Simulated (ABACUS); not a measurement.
Crystal: NaI.

```
I Na
1.0
     0.00000    3.23640    3.23640
     3.23640    0.00000    3.23640
     3.23640    3.23640    0.00000
I Na
1 1
Direct
  0.50000 0.50000 0.50000
  0.00000 0.00000 0.00000
```

Base run:

| Property | Result |
| --- | --- |
| Program | ABACUS 3.10.1 |
| Functional | PBE |
| Potentials or basis | PseudoDojo NC SR 0.4.1 PBE standard |
| Cutoff | 1361 eV |
| Density cutoff | 5442 eV |
| Basis | TZDP LCAO (the cutoffs set its grid) |
| k mesh | 7 × 7 × 7 |
| Occupations | fermi-dirac, width 0.05 eV |
| Spin | no spin polarisation |

Its results: band gap on the k mesh 3.65 eV, direct; pressure 0.5 GPa.

**Question.** The run is repeated on the same cell with these changes: basis from TZDP LCAO (the cutoffs set its grid) to DZP LCAO (the cutoffs set its grid); orbital files from I I_confined-atom_8au_3s3p2d1f.orb, Na Na_confined-atom_9au_4s3p2d1f.orb to I I_confined-atom_8au_2s2p1d.orb, Na Na_confined-atom_9au_3s2p1d.orb. What comes out?

**Answer.** Band gap on the k mesh 3.73 eV, direct; pressure 0.5 GPa.

Caveats: the atomic orbitals were generated for these runs and aren't a published set; spin-orbit coupling is left out, which moves the levels of the heavy elements; the basis of atomic orbitals isn't converged, which shifts pressures, moduli and gaps.

